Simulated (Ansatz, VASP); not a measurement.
# Ag (Ag wire along [110], 17 atoms a period) in two plane-wave programs

One calculation is typed for both programs; each brings its own data sets. How far apart do they land? The structure shown is the start of the Ansatz relaxation below; VASP solves that cell, so the two are compared at the walk's first step.

Main program and level: Ansatz 0.2.0; plane waves, with VASP 6.6.1 beside it; single point at PBE.

### Step 1. The structure

The cell holds 17 atoms: 17 Ag. Cell: a = 15.100 Å, b = 15.603 Å, c = 2.934 Å, α = 90.0°, β = 90.0°, γ = 90.0°. Vacuum lies along a and b. The structure's axis is c.

### Step 2. Ansatz: relaxation, PBE

Ansatz runs on its PAW soft_1 files.

The two programs are compared at the cell with which this relaxation starts, whose forces are those of its first step.

The input, input.yaml:

```yaml
crystal:
  lattice:
    - [15.1, 0.0, 0.0]
    - [0.0, 15.603, 0.0]
    - [0.0, 0.0, 2.9344931419]
  atoms:
    - { symbol: Ag, position: [0.225165563, 0.68808773, 0.0] }
    - { symbol: Ag, position: [0.225165563, 0.500015363, 0.0] }
    - { symbol: Ag, position: [0.5, 0.68808773, 0.0] }
    - { symbol: Ag, position: [0.5, 0.500015363, 0.0] }
    - { symbol: Ag, position: [0.774834437, 0.68808773, 0.0] }
    - { symbol: Ag, position: [0.774834437, 0.500015363, 0.0] }
    - { symbol: Ag, position: [0.362582781, 0.217906813, 0.5] }
    - { symbol: Ag, position: [0.362582781, 0.40597918, 0.5] }
    - { symbol: Ag, position: [0.362582781, 0.594051547, 0.5] }
    - { symbol: Ag, position: [0.362582781, 0.782123914, 0.5] }
    - { symbol: Ag, position: [0.637417219, 0.217906813, 0.5] }
    - { symbol: Ag, position: [0.637417219, 0.40597918, 0.5] }
    - { symbol: Ag, position: [0.637417219, 0.594051547, 0.5] }
    - { symbol: Ag, position: [0.637417219, 0.782123914, 0.5] }
    - { symbol: Ag, position: [0.225165563, 0.311942996, 0.0] }
    - { symbol: Ag, position: [0.5, 0.311942996, 0.0] }
    - { symbol: Ag, position: [0.774834437, 0.311942996, 0.0] }
kpoints:
  mp_grid: { grid: [1, 1, 28] }
scf:
  occupations: { method: fermi_dirac, width: 0.05 }
hamiltonian:
  xc: pbe
  pseudopotentials: { kind: paw, azcp: { folder: soft_1 } }
relax:
  cell: { fix: [a, b, alpha, beta, gamma] }
  max_steps: 45
  f_tol: 0.03
```

Command:

```sh
$ ansatz run input.yaml --threads 4 --pin off --max-ram 16384MiB --backend cpu --events-out ev --progress --plain --runs-dir out
```

Numbers of over 12 decimals in the logs are rounded to 6 here.

The log of the run:

```text
Engine: ansatz 0.2.0, aarch64-unknown-linux-gnu
Pseudopotentials: kind: paw
Pseudopotential: Ag, paw, valence charge 19, recommended cutoff 420 eV (normal), soft_1/Ag.paw.azcp
Functional definition: PBE
  parameter kappa = 0.804
  parameter beta = 0.066725
  exchange = pbe_x(kappa = kappa, mu = beta*pi^2/3)
  correlation = pbe_c(beta = beta)
Crystal: 17 atoms, lattice volume = 691.382 Å³
Basis set: ecut = 420 eV, 13407 PW (Γ), exchange–correlation on 216×216×40 points (8 copies of the dense FFT grid, shifted against one another)
Bands: 194, of which v1, the nominal top of the filled ones, is band 162 counted from 1 (161 counted from 0)
Symmetry: 8 space group operations
Space group: Pmmm (ITA 47), of the structure as read, at distance tolerance 8.8e-5 Å
k-points: 15 of 28
Non-local potential: Ag, projectors of the file, l = 0: 3, l = 1: 2, l = 2: 2, l = 3: 1
PAW form: soft (Blöchl's): semilocal exchange-correlation on the pseudo side does not see the compensation charge
PAW one-centre angular grid: Ag, 590 points (default); XC on 64 Gauss nodes
Initial density: superposition of atomic densities (neutral atoms: chi_scale 0, normalization atom)
Initial wavefunctions: pseudopotential atomic-orbital guess
Functional: x = pbe(κ = 0.804, μ = 0.219515), c = pbe(β = 0.066725)
SCF iter   1: F=—  HF=-129037.311205 eV  |F-HF|=—  |Δ(HF+E_count)|=         —  Δρ=3.59e-2  dr2=1.20e1  ethr=3.10e-3  ⟨swp⟩=6.1  Hψ=11059  notcnv=0  defer=77
preconditioner: auto → LDOS  [metal: Δε(μ)=0.102 eV  Ē_g=8.068 eV  σ=0.050 eV  W_gap=0.46  n_scr=146 (ndim 8)  ℏωp=19.3 eV  f_vac=0.489  D(μ)=4.47/eV (n_scr^D=20)  β→1.0]
SCF iter   2: F=—  HF=-129040.570821 eV  |F-HF|=—  |Δ(HF+E_count)|=    3.26e0  Δρ=5.58e-2  dr2=2.11e1  ethr=3.10e-3  ⟨swp⟩=2.6  Hψ=6018  notcnv=0  defer=325
SCF iter   3: F=—  HF=-129034.557580 eV  |F-HF|=—  |Δ(HF+E_count)|=    6.01e0  Δρ=1.24e-2  dr2=9.57e-1  ethr=3.10e-3  ⟨swp⟩=2.1  Hψ=5102  notcnv=0  defer=327
SCF iter   4: F=—  HF=-129034.306567 eV  |F-HF|=—  |Δ(HF+E_count)|=   2.51e-1  Δρ=1.19e-3  dr2=9.03e-3  ethr=2.96e-4  ⟨swp⟩=2.0  Hψ=4652  notcnv=0  defer=331
SCF iter   5: F=—  HF=-129034.305959 eV  |F-HF|=—  |Δ(HF+E_count)|=   6.08e-4  Δρ=6.04e-4  dr2=2.46e-3  ethr=2.79e-6  ⟨swp⟩=2.6  Hψ=5387  notcnv=0  defer=331
SCF iter   6: F=—  HF=-129034.305790 eV  |F-HF|=—  |Δ(HF+E_count)|=   1.70e-4  Δρ=1.14e-4  dr2=1.37e-4  ethr=7.63e-7  ⟨swp⟩=2.0  Hψ=4371  notcnv=0  defer=331
SCF iter   7: F=—  HF=-129034.305792 eV  |F-HF|=—  |Δ(HF+E_count)|=   2.70e-6  Δρ=5.03e-5  dr2=1.92e-5  ethr=4.26e-8  ⟨swp⟩=2.0  Hψ=3991  notcnv=0  defer=331
SCF iter   8: F=—  HF=-129034.305955 eV  |F-HF|=—  |Δ(HF+E_count)|=   1.63e-4  Δρ=1.41e-5  dr2=1.50e-6  ethr=5.95e-9  ⟨swp⟩=2.0  Hψ=3995  notcnv=0  defer=331
SCF iter   9: F=—  HF=-129034.305956 eV  |F-HF|=—  |Δ(HF+E_count)|=   6.79e-7  Δρ=7.11e-6  dr2=4.37e-7  ethr=4.65e-10  ⟨swp⟩=2.3  Hψ=3994  notcnv=0  defer=331
SCF iter  10: F=-129034.305956 eV  HF=-129034.305956 eV  |F-HF|=4.23e-9  |Δ(HF+E_count)|=   5.98e-8  Δρ=2.48e-6  dr2=3.32e-8  ethr=3.10e-11  ⟨swp⟩=3.0  Hψ=10764  notcnv=0
SCF 1 converged in 10 iterations: F = -129034.305956 eV  dr2 = 3.32e-8
  greatest PAW one-centre occupation: 1.001 electrons in one spin orbital (limit 2), on the Ag atom at site 3 (counted from 0), in its partial waves of l = 0
relax step   1: F+E_penalty+E_count = -129034.30595578 eV  Δ(F+E_penalty+E_count) = +0.000e0 eV  max|allowed force component| = 2.965e-1 eV/Å  Δτ_max = 0.0000 Å  P = -1.288 GPa  Ω = 691.382 Å³  fix = [a, b, alpha, beta, gamma]  reactions: a -1.002, b -1.116 GPa  (10 SCF iters, dr2 threshold 1.00e-7 eV, accepted)
[...]
relax step   3: F+E_penalty+E_count = -129034.49638678 eV  Δ(F+E_penalty+E_count) = -5.915e-2 eV  max|allowed force component| = 2.265e-2 eV/Å  Δτ_max = 0.0671 Å  P = -0.057 GPa  Ω = 678.064 Å³  energy of the carried Pulay correction = +2.752e-3 eV  fix = [a, b, alpha, beta, gamma]  reactions: a +0.032, b -0.047 GPa  (6 SCF iters, dr2 threshold 1.70e-6 eV, accepted)
[...]
relax step   4: F+E_penalty+E_count = -129034.49869047 eV  Δ(F+E_penalty+E_count) = -2.304e-3 eV  max|allowed force component| = 1.527e-2 eV/Å  Δτ_max = 0.0109 Å  P = +0.025 GPa  Ω = 676.854 Å³  energy of the carried Pulay correction = +3.005e-3 eV  fix = [a, b, alpha, beta, gamma]  reactions: a +0.083, b +0.035 GPa  (6 SCF iters, dr2 threshold 6.06e-8 eV, accepted)
[...]
relax step   5: F+E_penalty+E_count = -129034.49540767 eV  Δ(F+E_penalty+E_count) = +3.283e-3 eV  max|allowed force component| = 1.536e-2 eV/Å  Δτ_max = 0.0000 Å  P = +0.029 GPa  Ω = 676.854 Å³  fix = [a, b, alpha, beta, gamma]  reactions: a +0.086, b +0.038 GPa  stress off target by 3.77e-2 GPa on what of the cell is left free  SCF on the basis re-selected at this cell (its energy is not comparable with the rows above)  (6 SCF iters)
basis re-selected at this cell: Δ(F+E_penalty+E_count) = +3.283e-3 eV, ΔP = +0.004 GPa vs the last step (what re-selecting the basis moved, of the pressure what is left beyond the Pulay correction that the steps carried, after the strain that the cell walked since its last selection, with what the two solves' SCF thresholds leave and, on support functions, any second-order correction that the steps lacked; it is no m [...]
SCF converged after 6 iterations
Free energy (F): -129034.495408 eV
Harris-Foulkes:  -129034.495408 eV  (|F-HF|=2.47e-10)
Internal energy: -129034.448045 eV  (E = F + TS)
E sigma→0 (E₀):  -129034.471726 eV
Entropy (-TS):   -0.047363 eV (-2.786 meV/atom)
Fermi energy:    5.065135 eV
--- Per-component energies (eV) ---
  E_band       = -7875.584313
  E_kinetic    = 7953.258063
  E_local      = -192409.526770  (includes V_loc(G=0)·N_el)
  E_nonlocal   = 545.460865
  E_hartree    = 93983.611559
  E_xc         = -2692.449810
  E_vxc        = -3405.797832  (∫ρ·V_xc dr)
  E_paw        = -67254.991153  (= ΣΔE_a)
  E_vpaw       = -8526.209972  (= ΣTr[D̂ρ^β])
  E_aug_tail   = 0.006383  (compensation charges beyond the density's cutoff)
  E_ewald      = 30840.182818
  E_smearing   = -0.047363  (= −TS)
  E_closure    = 0.000000  (closes the sum)
  Σ components = -129034.495408   (vs F -129034.495408, Δ=0.00e0)
--- Forces (eV/Å), atoms counted from 1 ---
  atom   1  Ag    -0.00869276    -0.00492688    -0.00000000
  atom   2  Ag    -0.00952183    -0.00000000     0.00000000
  atom   3  Ag    -0.00000000     0.00245148     0.00000000
  atom   4  Ag    -0.00000000     0.00000000     0.00000000
  atom   5  Ag     0.00869276    -0.00492688    -0.00000000
  atom   6  Ag     0.00952183     0.00000000    -0.00000000
  atom   7  Ag    -0.00412308     0.00529890     0.00000000
  atom   8  Ag     0.01535892     0.00019905     0.00000000
  atom   9  Ag     0.01535892    -0.00019905    -0.00000000
  atom  10  Ag    -0.00412308    -0.00529890    -0.00000000
  atom  11  Ag     0.00412308     0.00529890     0.00000000
  atom  12  Ag    -0.01535892     0.00019905     0.00000000
  atom  13  Ag    -0.01535892    -0.00019905    -0.00000000
  atom  14  Ag     0.00412308    -0.00529890    -0.00000000
  atom  15  Ag    -0.00869276     0.00492688     0.00000000
  atom  16  Ag     0.00000000    -0.00245148    -0.00000000
  atom  17  Ag     0.00869276     0.00492688     0.00000000
  max |Σ_I F_I| component: 3.47e-18 eV/Å
--- Stress (GPa, compression-positive) ---
        0.085688       0.000000      -0.000000
        0.000000       0.038471       0.000000
       -0.000000       0.000000      -0.037679
  P = ⅓ Tr σ = 0.0288 GPa (0.288 kbar)
--- Relaxed structure (4 steps of the walk, 4 accepted, 1 SCFs on fresh bases) ---
  F+E_penalty+E_count = -129034.49540767 eV   max|allowed force component| = 1.536e-2 eV/Å   (the final SCF, on the basis selected at the relaxed cell)
  cell:  # Å, volume = 676.8541 Å³
    - [15.1, 0, 0]
    - [0, 15.603, 0]
    - [0, 0, 2.872830]
  atoms:
    - { symbol: Ag, position: [0.227193, 0.683118, 0] }
    - { symbol: Ag, position: [0.222537, 0.500015, 0] }
    - { symbol: Ag, position: [0.5, 0.691209, 0] }
    - { symbol: Ag, position: [0.5, 0.500015, 0] }
    - { symbol: Ag, position: [0.772807, 0.683118, 0] }
    - { symbol: Ag, position: [0.777463, 0.500015, 0] }
    - { symbol: Ag, position: [0.361505, 0.223548, 0.500000] }
    - { symbol: Ag, position: [0.362121, 0.407802, 0.500000] }
    - { symbol: Ag, position: [0.362121, 0.592228, 0.500000] }
    - { symbol: Ag, position: [0.361505, 0.776483, 0.500000] }
    - { symbol: Ag, position: [0.638495, 0.223548, 0.500000] }
    - { symbol: Ag, position: [0.637879, 0.407802, 0.500000] }
    - { symbol: Ag, position: [0.637879, 0.592228, 0.500000] }
    - { symbol: Ag, position: [0.638495, 0.776483, 0.500000] }
    - { symbol: Ag, position: [0.227193, 0.316913, 0] }
    - { symbol: Ag, position: [0.5, 0.308822, 0] }
    - { symbol: Ag, position: [0.772807, 0.316913, 0] }
```

(Part 1 of 2 ends here.)

[Lines on the potential files, build, host, timing and source positions are cut from VASP's logs without a mark.]

[Logs are printed without paths, hosts, clocks, repeated set-up lines and the standing remarks that a program may print on its own settings, such as how far it seeks lower states.]

[Hosts, paths, dates, database ids (printed as entryN), source tags and the programs' standing remarks are cut or masked in the printed files.]
